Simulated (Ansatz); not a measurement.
SiC built on the wurtzite prototype (r2SCAN geometry), in Ansatz:

```cif
data_structure
_symmetry_space_group_name_H-M 'P6_3mc'
_symmetry_Int_Tables_number 186
_cell_length_a 3.0754
_cell_length_b 3.0754
_cell_length_c 5.0481
_cell_angle_alpha 90.000
_cell_angle_beta 90.000
_cell_angle_gamma 120.000
_cell_volume 41.35
loop_
_atom_site_label
_atom_site_type_symbol
_atom_site_symmetry_multiplicity
_atom_site_Wyckoff_symbol
_atom_site_fract_x
_atom_site_fract_y
_atom_site_fract_z
_atom_site_occupancy
Si1 Si 2 b 0.33333 0.66667 0.99959 1
C1 C 2 b 0.33333 0.66667 0.37541 1
```

G0W0@PBE with 226 empty bands, a screening cutoff of 180 eV and a 6×6×4 mesh (PAW, contour deformation) gives 3.126 eV over the mesh points, from a PBE gap of 2.274 eV; it sums over 234 bands with 245 plane waves in the screening and a wave cutoff of 420 eV. The G0W0 figures hold for the stated bands, cutoff and mesh and aren't extrapolated. (Simulation; spin polarisation is off.)

(1) Estimate the gap with potentials of the kind norm-conserving.

(2) Estimate the gap with starting point HSE06.

(3) Estimate the gap with empty bands 439, screening cutoff 260 eV.

Results:

(1) 3.126 eV (0.000 eV), from a Kohn-Sham gap of 2.264 eV.

(2) 3.515 eV (+0.389 eV), from a Kohn-Sham gap of 3.160 eV.

(3) 3.210 eV (+0.084 eV), from a Kohn-Sham gap of 2.274 eV.
